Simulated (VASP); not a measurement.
These are vdW-DF2, VASP's PBE PAW potentials (set 64) (plane waves; VASP) values and carry that method's errors.

The input files of a VASP run:

File POSCAR:
```
ZrO2
1.0
  0.0000000000   2.6012005453   2.6012005453
  2.6012005453   0.0000000000   2.6012005453
  2.6012005453   2.6012005453   0.0000000000
Zr O
1 2
direct
  0.0000000000   0.0000000000   0.0000000000
  0.2500000000   0.2500000000   0.2500000000
  0.7500000000   0.7500000000   0.7500000000
```

### KPOINTS
```
Automatic
0
gamma
  8 8 8
```

**INCAR**
```
! general
SYSTEM    =  ZrO2
PREC      =  Accurate
ENCUT     =  520
LREAL     =  .FALSE.   ! projection in real space or not
LASPH     =  .TRUE.

! electronic loop
EDIFF     =  1E-7   ! SCF stop (eV)
NELM      =  100   ! most electronic steps
ALGO      =  Normal
LMAXMIX   =  4   ! l cut-off of mixed one-centre charges

! smearing
ISMEAR    =  -5   ! tetrahedra, Bloechl

! functional
GGA       =  ML
LUSE_VDW  =  .TRUE.
AGGAC     =  0.0
ZAB_VDW   =  -1.8867

! ions
ISIF      =  2   ! forces and stress, cell fixed

! output
LWAVE     =  .FALSE.
LCHARG    =  .TRUE.
LORBIT    =  11
NEDOS     =  601   ! DOS grid

! other
LEFG      =  .TRUE.
```

POTCAR, in this order: Zr_sv O (PBE.64 set). Program: vasp_std.

The run wrote:

**OUTCAR**
```
 ion  position               nearest neighbor table
   1  0.000  0.000  0.000-   3 2.25   3 2.25   3 2.25   2 2.25   3 2.25   2 2.25   2 2.25   2 2.25
  LATTYP: Found a face centered cubic cell.
 ALAT       =     5.2024010906
 Subroutine PRICEL returns:
 Original cell was already a primitive cell.
 Subroutine GETGRP returns: Found 48 space group operations
The static configuration has the point symmetry O_h .
The dynamic configuration has the point symmetry O_h .
 Subroutine INISYM returns: Found 48 space group operations
 Subroutine IBZKPT returns following result:
 Found     29 irreducible k-points:

 Following reciprocal coordinates:
            Coordinates               Weight
  0.000000  0.000000  0.000000      1.000000
  0.125000  0.000000  0.000000      8.000000
  0.250000  0.000000  0.000000      8.000000
  0.375000  0.000000  0.000000      8.000000
  0.500000  0.000000  0.000000      4.000000
  0.125000  0.125000  0.000000      6.000000
  0.250000  0.125000  0.000000     24.000000
  0.375000  0.125000  0.000000     24.000000
  0.500000  0.125000  0.000000     24.000000
 -0.375000  0.125000  0.000000     24.000000
 -0.250000  0.125000  0.000000     24.000000
 -0.125000  0.125000  0.000000     12.000000
  0.250000  0.250000  0.000000      6.000000
  0.375000  0.250000  0.000000     24.000000
  0.500000  0.250000  0.000000     24.000000
 -0.375000  0.250000  0.000000     24.000000
 -0.250000  0.250000  0.000000     12.000000
  0.375000  0.375000  0.000000      6.000000
  0.500000  0.375000  0.000000     24.000000
 -0.375000  0.375000  0.000000     12.000000
  0.500000  0.500000  0.000000      3.000000
  0.375000  0.250000  0.125000     24.000000
  0.500000  0.250000  0.125000     48.000000
 -0.375000  0.250000  0.125000     24.000000
  0.500000  0.375000  0.125000     24.000000
 -0.375000  0.375000  0.125000     48.000000
 -0.250000  0.375000  0.125000     24.000000
 -0.375000  0.500000  0.125000     12.000000
 -0.250000  0.500000  0.250000      6.000000
   k-points           NKPTS =     29   k-points in BZ     NKDIM =     29   number of bands    NBANDS=     16
   number of dos      NEDOS =    601   number of ions     NIONS =      3
   total plane-waves  NPLWV =  21952
   dimension x,y,z NGX =    28 NGY =   28 NGZ =   28
   dimension x,y,z NGXF=    56 NGYF=   56 NGZF=   56
   ions per type =               1   2
   PREC   = accura    normal or accurate (medium, high low for compatibility)
   ISTART =      0    job   : 0-new  1-cont  2-samecut
   ICHARG =      2    charge: 1-file 2-atom 10-const
   ISPIN  =      1    spin polarized calculation?
   LNONCOLLINEAR =      F non collinear calculations
   LSORBIT =      F    spin-orbit coupling
   INIWAV =      1    electr: 0-lowe 1-rand  2-diag
   ENCUT  =  520.0 eV  38.22 Ry    6.18 a.u.   6.84  6.84  6.84*2*pi/ulx,y,z
   NELM   =    100;   NELMIN=  2; NELMDL= -5     # of ELM steps
   EDIFF  = 0.1E-06   stopping-criterion for ELM
   LREAL  =      F    real-space projection
   NLSPLINE    = F    spline interpolate recip. space projectors
   LMAXMIX     =    4 max onsite mixed and CHGCAR
   VOSKOWN=      0    Vosko Wilk Nusair interpolation
   EDIFFG = 0.1E-05   stopping-criterion for IOM
   NSW    =      0    number of steps for IOM
   NBLOCK =      1;   KBLOCK =      1    inner block; outer block
   IBRION =     -1    ionic relax: 0-MD 1-quasi-New 2-CG
   NFREE  =      0    steps in history (QN), initial steepest desc. (CG)
   ISIF   =      2    stress and relaxation
   ISYM   =      2    0-nonsym 1-usesym 2-fastsym
   TEIN   =    0.0    initial temperature
   TEBEG  =    0.0;   TEEND  =   0.0 temperature during run
   SMASS  =  -3.00    Nose mass-parameter (am)
   PSTRESS=    0.0 pullay stress
...
```

OSZICAR:
```
       N       E                     dE             d eps       ncg     rms          rms(c)
DAV:   1     0.203912502320E+03    0.20391E+03   -0.14587E+04   928   0.152E+03
DAV:   2    -0.221773282295E+02   -0.22609E+03   -0.22296E+03  1176   0.390E+02
DAV:   3    -0.306133220817E+02   -0.84360E+01   -0.84287E+01  1472   0.776E+01
DAV:   4    -0.308393107861E+02   -0.22599E+00   -0.22594E+00  1256   0.926E+00
DAV:   5    -0.308424235556E+02   -0.31128E-02   -0.31128E-02  1296   0.870E-01    0.225E+01
DAV:   6    -0.226099452252E+02    0.82325E+01   -0.50760E+01  1048   0.528E+01    0.828E+00
DAV:   7    -0.225128318706E+02    0.97113E-01   -0.21115E+00  1152   0.119E+01    0.527E+00
DAV:   8    -0.224614827687E+02    0.51349E-01   -0.26299E-01  1216   0.489E+00    0.585E-01
DAV:   9    -0.224625849923E+02   -0.11022E-02   -0.13478E-02  1320   0.981E-01    0.396E-01
DAV:  10    -0.224632164113E+02   -0.63142E-03   -0.36189E-03  1200   0.689E-01    0.122E-01
DAV:  11    -0.224631943456E+02    0.22066E-04   -0.55013E-04  1176   0.211E-01    0.503E-02
DAV:  12    -0.224631868747E+02    0.74709E-05   -0.12727E-04  1144   0.823E-02    0.190E-02
DAV:  13    -0.224631850464E+02    0.18282E-05   -0.11333E-05  1072   0.270E-02    0.142E-03
DAV:  14    -0.224631852192E+02   -0.17280E-06   -0.54323E-07  1152   0.635E-03    0.193E-03
DAV:  15    -0.224631852068E+02    0.12396E-07   -0.48616E-08   648   0.200E-03
   1 F= -.22463185E+02 E0= -.22463185E+02  d E =0.000000E+00
```

OUTCAR:
```
------------------------ aborting loop because EDIFF is reached ----------------------------------------
  FORCE on cell =-STRESS in cart. coord.  units (eV):
  Direction    XX          YY          ZZ          XY          YZ          ZX
  --------------------------------------------------------------------------------------
  Total        0.0161407      0.0161407      0.0161407      0.0000000      0.0000000     -0.0000000
  in kB        0.7346526      0.7346526      0.7346526      0.0000000      0.0000000     -0.0000000
  external PRESSURE =       0.7346526 kB  Pullay stress =       0.0000000 kB
  volume of cell :       35.20
      direct lattice vectors                 reciprocal lattice vectors
     0.000000000  2.601200545  2.601200545    -0.192218936  0.192218936  0.192218936
     2.601200545  0.000000000  2.601200545     0.192218936 -0.192218936  0.192218936
     2.601200545  2.601200545  0.000000000     0.192218936  0.192218936 -0.192218936
 POSITION                                       TOTAL-FORCE (eV/Angst)
 -----------------------------------------------------------------------------------
      0.00000      0.00000      0.00000         0.000000      0.000000     -0.000000
      1.30060      1.30060      1.30060        -0.000000     -0.000000     -0.000000
      3.90180      3.90180      3.90180         0.000000      0.000000      0.000000
 -----------------------------------------------------------------------------------
    total drift:                                0.000000      0.000000      0.000000
  FREE ENERGIE OF THE ION-ELECTRON SYSTEM (eV)
  ---------------------------------------------------
  free  energy   TOTEN  =       -22.4631852068 eV

  energy  without entropy=      -22.4631852068  energy(sigma->0) =      -22.46318521

 total charge

# of ion       s       p       d       tot
------------------------------------------
    1        2.153   6.030   1.207   9.390
    2        1.560   3.538   0.000   5.098
    3        1.560   3.538   0.000   5.098
--------------------------------------------------
tot          5.273  13.106   1.207  19.587

 Electric field gradients after diagonalization (V/A^2)
 (convention: |V_zz| > |V_xx| > |V_yy|)
----------------------------------------------------------------------
 ion       V_xx      V_yy      V_zz     asymmetry (V_yy - V_xx)/ V_zz
----------------------------------------------------------------------
   1       0.000     0.000    -0.000       0.000
   2      -0.000    -0.000     0.001       0.000
   3      -0.000    -0.000     0.001       0.000
```
(Selected blocks of OUTCAR.)

The compound is ZrO2 in the fluorite structure, the high-temperature cubic form, which is unstable at 0 K; the monoclinic form is the stable one. It was relaxed first, which changed the volume by +7 %.
